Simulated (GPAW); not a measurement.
Ti:

```
Ti
1.0
    -1.64100    1.64100    1.64100
     1.64100   -1.64100    1.64100
     1.64100    1.64100   -1.64100
Ti
1
Direct
  0.00000 0.00000 0.00000
```

This isn't the form of Ti at room conditions, which is hcp.

| Quantity | Value |
| --- | --- |
| Program | GPAW 26.7.0 |
| Task | single point |
| Functional | PBEsol |
| Potentials or basis | PAW data sets generated in the run's folder for this functional |
| Cutoff | 600 eV |
| Basis | pw |
| k mesh | 11 × 11 × 11 |
| Occupations | fermi-dirac, width 0.05 eV |
| Spin | no spin polarisation |

On this cell: pressure -7.2 GPa; band gap on the k mesh none (metal or under the smearing width).

The same run follows on a disturbed copy (cell strained at random at fixed volume):

```
CELL_PARAMETERS angstrom
-1.66514 1.66141 1.59911
1.68039 -1.70507 1.65802
1.60454 1.64447 -1.64278
ATOMIC_POSITIONS crystal
Ti 0.99280 0.00712 0.00682
```

What changes?

The energy (extrapolated to zero smearing) moves by +2.5 meV/atom; pressure -7.2 GPa; band gap on the k mesh none (metal or under the smearing width).

Stress tensor (GPa, compression positive):
```
-7.15  1.24 -0.58
 1.24 -6.77  0.94
-0.58  0.94 -7.57
```
